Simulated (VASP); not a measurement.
Write the native input for VASP 6.6.1 that does the following.

* Task: relaxation of the atoms
* Functional: PBE
* Dispersion: D3(BJ)
* Potentials or basis: VASP PAW PBE potentials, release 64 (Na_pv, I)
* Cutoff: 600 eV
* k mesh: 8 × 8 × 8
* Occupations: gaussian, width 0.03 eV
* Spin: no spin polarisation
* Further INCAR settings: ALGO = Fast; EDIFF = 1e-07; IBRION = 2; EDIFFG = -0.01; NSW = 40

The structure of NaI lies in POSCAR:

```
NaI                                     
1.0
    0.0000000000      3.1817233323      3.1817233323
    3.1817233323      0.0000000000      3.1817233323
    3.1817233323      3.1817233323      0.0000000000
  Na              I             
     1     1
Direct
     0.0000000000000000    0.0000000000000000    0.0000000000000000
     0.5000000000000000    0.5000000000000000    0.5000000000000000
```

The input as run:

INCAR

```
ALGO = Fast ; EDIFF = 1E-7
EDIFFG = -0.01 ; ENCUT = 600
GGA = PE ; IBRION = 2
ISIF = 2 ; ISMEAR = 0
IVDW = 12 ; LASPH = True
LCHARG = False ; LREAL = False
LWAVE = False ; NELM = 80
NSW = 40 ; PREC = Accurate
SIGMA = 0.03
```

KPOINTS

```
k-points
0
Gamma
  8 8 8
```

Potentials or basis: VASP PAW PBE potentials, release 64 (Na_pv, I).

Launch:

```console
$ cat potpaw_PBE.64/Na_pv/POTCAR potpaw_PBE.64/I/POTCAR > POTCAR
$ mpirun -np 1 vasp_std > vasp.out
```

It gave:

```yaml
Pressure_after_relaxing: 0.0 GPa
Band_gap_on_the_k_mesh: 3.78 eV, direct
Dispersion_energy_per_atom: -0.267 eV
```

Caveat: the relaxation stopped at its first step, so nothing moved; spin-orbit coupling is left out, which moves the levels of the heavy elements.

It took 16 s on 1 thread of AMD EPYC 9R14 (Zen 4), with other jobs on the host, peak memory 0.19 GiB.
